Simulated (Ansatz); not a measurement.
All numbers below come from DFT PBE, scalar-relativistic, plane waves, PAW (Ansatz). All cells share a 420 eV cutoff and Γ-centred k meshes spaced at most about 0.3 Å⁻¹ (about 0.25 or finer for metals, 2π included). No spin polarisation.

All energies are static (0 K, no zero-point motion).

**Question.** Order these relaxed structures of InGa2P3 by energy, lowest first, with the energy over the lowest of them.
A.

```xyz
6
Lattice="-1.8792 1.8792 7.9212 1.8792 -1.8792 7.9212 1.8792 1.8792 -7.9212" Properties=species:S:1:pos:R:3 pbc="T T T"
In    0.0000    0.0000    7.9212
Ga    0.0000    0.0000   13.1870
Ga    0.0000    0.0000    2.6554
P     0.0000    0.0000    0.0000
P     0.0000    0.0000   10.6489
P     0.0000    0.0000    5.1935
```

B.

```xyz
6
Lattice="3.7541 0.0000 0.0000 -1.8771 3.2512 0.0000 0.0000 0.0000 9.0949" Properties=species:S:1:pos:R:3 pbc="T T T"
In    0.0000    0.0000    4.5475
Ga    1.8771    1.0837    7.6360
Ga    0.0000    2.1675    1.4589
P     0.0000    2.1675    6.2482
P     1.8771    1.0837    2.8467
P     0.0000    0.0000    0.0000
```

C.

```xyz
6
Lattice="-1.9943 1.9943 8.5346 1.9943 -1.9943 8.5346 1.9943 1.9943 -8.5346" Properties=species:S:1:pos:R:3 pbc="T T T"
In    0.0000    0.0000    0.0000
Ga    0.0000    0.0000   11.4512
Ga    0.0000    0.0000    5.6180
P     0.0000    1.9943    6.9542
P     1.9943    0.0000    4.2673
P     0.0000    1.9943    1.5804
```

**Answer.** C (0 meV/atom), B (346 meV/atom), A (369 meV/atom). Forms: C I-4m2; B P-3m1; A I4/mmm. Counting P atoms around Ga and In (those within 1.25 times the shortest such distance or 1.15 times the sum of covalent radii): C has In 4, Ga 4; B has In 6, Ga 6; A has In 6, Ga 6. All come from invented guesses.

For metals, differences of a few meV/atom aren't resolved. Cells relaxed within their symmetry can be saddle points. Some structure types and database cells were kept out of the candidates from the start, so a known form may be missing.
